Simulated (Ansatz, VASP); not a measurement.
Mo: VASP beside Ansatz

Contents of INCAR:

```
SYSTEM = Mo
PREC     = Accurate       ! precision mode
ENCUT    = 520            ! plane-wave cutoff, eV
EDIFF    = 1E-6           ! SCF threshold, eV
ISMEAR   = 0              ! smearing method
SIGMA    = 0.15           ! smearing width, eV
LREAL    = .FALSE.        ! projectors in reciprocal space
LASPH    = .TRUE.         ! aspherical terms in the spheres
NELM     = 60             ! most SCF steps
ALGO     = Fast           ! electronic algorithm
ISIF     = 2              ! what is computed and relaxed
LWAVE    = .FALSE.        ! write WAVECAR
LCHARG   = .FALSE.        ! write CHGCAR
GGA      = PE             ! functional
NBANDS   = 13             ! bands
```

KPOINTS

```
Automatic mesh
0
G
  24 24 20
  0 0 0
```

POSCAR

```
Mo
1.0
    2.7355103972      0.0000000000      0.0000000000
   -1.3677551986      2.3690214963      0.0000000000
    0.0000000000      0.0000000000      2.5551807000
Mo
1
Direct
    0.0000000000      0.0000000000      0.5000000000
```

Input for Ansatz:

```yaml
crystal:
  lattice:
    - [2.7355103972, 0.0, 0.0]
    - [-1.3677551986, 2.3690214963, 0.0]
    - [0.0, 0.0, 2.5551807]
  atoms:
    - { symbol: Mo, position: [0.0, 0.0, 0.5] }
basis:
  ecutwfc: 420
kpoints:
  mp_grid: { grid: [24, 24, 20] }
hamiltonian:
  xc: pbe
scf:
  occupations: { method: gaussian, width: 0.15 }
output:
  forces: true
  stress: true
  eigenvalues: true
```

This isn't the form of Mo at room conditions, which is bcc.

Alike in both runs: task single point; functional PBE; k mesh 24 × 24 × 20; occupations gaussian, width 0.15 eV; no spin polarisation.

|  | VASP | Ansatz |
| --- | --- | --- |
| version | VASP 6.6.1 | Ansatz 0.2.0 |
| potentials or method | VASP PAW PBE potentials, release 64 (Mo_sv) | scalar-relativistic, plane waves, PAW |
| plane-wave cutoff (eV) | 520 | 420 |
| valence electrons in the cell | 14 | 14 |

VASP gave:

| Quantity | Value |
| --- | --- |
| gap on the k mesh at the Fermi level (eV) | none |
| pressure (GPa) | 3.7 |
| largest component of the traceless stress (GPa) | 5.81 |

Task: Which values does Ansatz return?

Result: gap on the k mesh at the Fermi level (eV): none; pressure (GPa): 3.1; largest component of the traceless stress (GPa): 5.91.

A gap of «none» marks a metal or a gap that the smearing closes.
